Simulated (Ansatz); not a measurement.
# In: the cost of one run

Program: Ansatz 0.2.0. Level of theory: DFT PBEsol, scalar-relativistic, plane waves, PAW. These are calculated values, not measurements.

### 1 The starting structure

The structure is orthorhombic, space group Cmce (No. 64). The conventional cell has a = 5.080 Å, b = 8.609 Å, c = 5.087 Å, α = 90.00°, β = 90.00°, γ = 90.00°. Around In (site symmetry m) lie 7 In at 2.74 to 3.15 Å.

Structure file:

```xyz
4
Lattice="2.5399 -4.3047 0.0000 2.5399 4.3047 0.0000 0.0000 0.0000 5.0865" Properties=species:S:1:pos:R:3 pbc="T T T"
In    2.5399    2.9917    0.3993
In    2.5399   -1.3129    2.1440
In    2.5399   -2.9917    4.6873
In    2.5399    1.3129    2.9426
```

This is candidate A: alpha-gallium type (Cmce, No. 64).

(A quick probe on a coarse mesh, which set the mesh and smearing, is not shown.)

### 3 Coarse relaxation (candidate A)

Input file input.yaml:

```yaml
crystal:
  lattice:
    - [2.5398961735, -4.3046529956, 0.0]
    - [2.5398961735, 4.3046529956, 0.0]
    - [0.0, 0.0, 5.0865493369]
  atoms:
    - { symbol: In, position: [0.1525, 0.8475, 0.0785] }
    - { symbol: In, position: [0.6525, 0.3475, 0.4215] }
    - { symbol: In, position: [0.8475, 0.1525, 0.9215] }
    - { symbol: In, position: [0.3475, 0.6525, 0.5785] }
basis:
  ecutwfc: 420
kpoints:
  mp_grid: { grid: [4, 4, 4] }
hamiltonian:
  xc: pbesol
scf:
  occupations: { method: gaussian, width: 0.1 }
  lower_state_search: "off"
output:
  forces: true
  stress: true
  eigenvalues: true
relax:
  adjacent_minimum: "off"
  f_tol: 0.04
  max_steps: 70
  cell: { stress_tol: 0.4 }
```

What time and memory should one allow on 1 thread of an Arm CPU, shared host?

About 20 s, with a peak of 0.38 GiB.
